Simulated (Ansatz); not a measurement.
## Elastic constants of Re: input and output

Computed with DFT PBE, scalar-relativistic, plane waves, PAW (Ansatz).

Launched with:
```bash
ansatz run input.yaml --threads 1 --pin off --max-ram 3072MiB --backend cpu --events-out ev --progress --plain --runs-dir out
```

Input (bare energies are in eV):
```yaml
crystal:
  lattice:
    - [2.7780885542, 0.0, 0.0]
    - [-1.3890442771, 2.4058952619, 0.0]
    - [0.0, 0.0, 4.4781976265]
  atoms:
    - { symbol: Re, position: [0.3333333333, 0.6666666667, 0.25] }
    - { symbol: Re, position: [0.6666666667, 0.3333333333, 0.75] }
basis:
  ecutwfc: 420
kpoints:
  mp_grid: { grid: [18, 18, 10] }
hamiltonian:
  xc: pbe
scf:
  occupations: { method: fermi_dirac, width: 0.15 }
output:
  forces: true
  stress: true
  eigenvalues: true
elastic:
  mode: relaxed_ion
  amplitude: 0.005
```

From the output:
```
--- Elastic constants: 3 strain directions × 4 members + reference (group order 24) ---
  dense FFT box of the reference and of every strained cell: 20×20×32
  strains applied: 11, 33, 23; error gains: componentwise 1.00 (the most a stress slope's error grows in a printed constant), spectral 1.41 (1 for all six strains in a standard setting)
  C = ∂σ_k/∂η_j (tension-positive GPa; Voigt order 11 22 33 23 13 12):
       587.343    270.206    224.661     -0.000      0.000      0.000
       270.206    587.343    224.661      0.000     -0.000      0.000
       224.645    224.645    649.142      0.000      0.000      0.000
         0.000     -0.000     -0.000    157.738     -0.000      0.000
        -0.000      0.000     -0.000     -0.000    157.738     -0.000
         0.000      0.000      0.000      0.000      0.000    158.569
  reference stress σ⁰ (GPa):     -0.000     -0.000      0.002     -0.000      0.000     -0.000
  C* (energy form; C + prestress term) asymmetry max|C*_kj − C*_jk| = 1.464e-2 GPa — a small one proves nothing (zero by symmetry where the batch's group is 432, −43m or m−3m); a large one is finite-difference/SCF noise where every solve ...
  moduli (Voigt/Reuss/Hill, GPa): K = 362.54/362.49/362.52   G = 168.43/166.31/167.37   E = 435.14   ν = 0.300
  mechanically stable: yes (min eigenvalue of sym C = 157.74 GPa)
  harmonic check of the ions' relaxations: strain 23: 1 pair too noisy to judge
  the stresses are not corrected for the forces that the relaxations left standing (`elastic.f_tol`)
  strain η (Voigt 11):  stress-route row diagonal C_11 = 587.34 GPa, energy-path curvature d²(F+E_count+ΔE)/dδ²/Ω₀ = 587.33 GPa
    cells at ±δ against ±2δ: C11 587.45 and 587.77 GPa, apart by 0.06 % of the column's largest entry
         δ    σ_11 (GPa) F (eV) n_scf n_hpsi n_pw
    -1.000e-2      -6.1749      -21736.2100631      10  193164    592   relax 3 steps, max|allowed force component| 9.55e-6 eV/Å
    -5.000e-3      -3.0116      -21736.2143427      10  193001    596   relax 3 steps, max|allowed force component| 1.03e-7 eV/Å
     5.000e-3       2.8629      -21736.2143890      10  193042    599   relax 3 steps, max|allowed force component| 2.39e-7 eV/Å
     1.000e-2       5.5806      -21736.2104338      10  192866    604   relax 3 steps, max|allowed force component| 4.58e-7 eV/Å
  strain η (Voigt 33):  stress-route row diagonal C_33 = 649.14 GPa, energy-path curvature d²(F+E_count+ΔE)/dδ²/Ω₀ = 649.18 GPa
    cells at ±δ against ±2δ: C33 649.24 and 649.53 GPa, apart by 0.05 % of the column's largest entry
         δ    σ_33 (GPa) F (eV) n_scf n_hpsi n_pw
    -1.000e-2      -6.7130      -21736.2095434       7   76100    593   relax 0 steps, max|allowed force component| 1.18e-16 eV/Å
    -5.000e-3      -3.2991      -21736.2142055       4   60248    597   relax 0 steps, max|allowed force component| 1.55e-16 eV/Å
     5.000e-3       3.1933      -21736.2142410       4   60348    606   relax 0 steps, max|allowed force component| 1.62e-16 eV/Å
     1.000e-2       6.2776      -21736.2098135       6   66788    608   relax 0 steps, max|allowed force component| 1.43e-16 eV/Å
  strain η (Voigt 23):  stress-route row diagonal C_44 = 157.74 GPa, energy-path curvature d²(F+E_count+ΔE)/dδ²/Ω₀ = 157.74 GPa
    cells at ±δ against ±2δ: C44 157.72 and 157.68 GPa, apart by 0.03 % of the column's largest entry
         δ    σ_23 (GPa) F (eV) n_scf n_hpsi n_pw
    -1.000e-2      -1.5768      -21736.2142647      11  324889    599   relax 3 steps, max|allowed force component| 3.94e-5 eV/Å
    -5.000e-3      -0.7886      -21736.2153704      10  306482    598   relax 2 steps, max|allowed force component| 3.97e-6 eV/Å
     5.000e-3       0.7886      -21736.2153704      10  306519    598   relax 3 steps, max|allowed force component| 4.16e-6 eV/Å
     1.000e-2       1.5768      -21736.2142647      11  324874    599   relax 3 steps, max|allowed force component| 3.94e-5 eV/Å
```

The run took 5.1 min on 1 thread of Intel(R) Xeon(R) 6975P-C (Granite Rapids), on a shared host, peak memory 0.76 GiB.

In a metal, frequencies and elastic constants depend on the k mesh and the smearing, soft modes and shear constants most. Spin–orbit coupling is left out, which can shift energies with elements as heavy as these.